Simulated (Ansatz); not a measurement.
LiCl: energy from the work of forces and stress

```xyz
2
Lattice="0.0000 2.5648 2.5648 2.5648 0.0000 2.5648 2.5648 2.5648 0.0000" Properties=species:S:1:pos:R:3 pbc="T T T"
Li    0.0000    0.0000    0.0000
Cl    2.5648    2.5648    2.5648
```

All numbers below come from DFT PBE, scalar-relativistic, plane waves, PAW (Ansatz 0.2.0).

Plane waves to 420 eV, a k mesh through Γ of 8×8×8 on the computed 2-atom cell and Gaussian smearing (0.02 eV); no spin polarisation.

At the start the stress (GPa, compression positive, xx yy zz yz xz xy) is 0.40 0.40 0.40 0.00 0.00 0.00 and all forces are under 0.005 eV/Å. Each variant moves atoms by u and then strains the cell by ε, so an atom ends at (r + u)(1 + ε); shears are tensor components, each standing twice in ε. The starting volume is 33.74 Å³.

Variant 1: strain (xx yy zz yz xz xy, %) -7.84 -1.84 -1.84 0.00 0.00 0.00. There the stress is 8.94 4.39 4.39 0.00 0.00 0.00 GPa.

Variant 2: strain (xx yy zz yz xz xy, %) 4.12 4.12 4.12 0.00 0.00 0.00. There the stress is -2.74 -2.74 -2.74 0.00 0.00 0.00 GPa.

Variant 3: strain (xx yy zz yz xz xy, %) 7.19 -1.81 7.19 0.00 0.00 0.00. There the stress is -2.76 -1.54 -2.76 0.00 0.00 0.00 GPa.

Variant 4: strain (xx yy zz yz xz xy, %) -1.60 -1.60 -1.60 0.00 0.00 0.00. There the stress is 2.19 2.19 2.19 0.00 0.00 0.00 GPa.

Estimate each change of free energy from forces and stresses by the trapezoid rule along the path (r + tu)(1 + tε), t from 0 to 1, and compare with the computed change.

The derivative of the energy along the path is −F·u(1 + tε) for the atoms and −V σ(1 + tε)⁻¹ : ε for the cell, with F, σ and V taken at t (σ positive in compression; 1 eV/Å³ = 160.2 GPa). Averaging t = 0 and t = 1 gives, in meV per atom:
```tsv
variant	work on atoms	work on cell	sum	computed
1	0.0	45.7	45.7	40.6
2	0.0	16.7	16.7	18.2
3	0.0	17.7	17.7	21.9
4	0.0	6.4	6.4	6.3
```

The rule is exact for a quadratic energy surface and overshoots a term ct³ by c/2, so the difference between the last two columns measures the net anharmonic part along the path (terms of opposite sign can cancel, and the finite basis adds a little): 2 to 19 % here.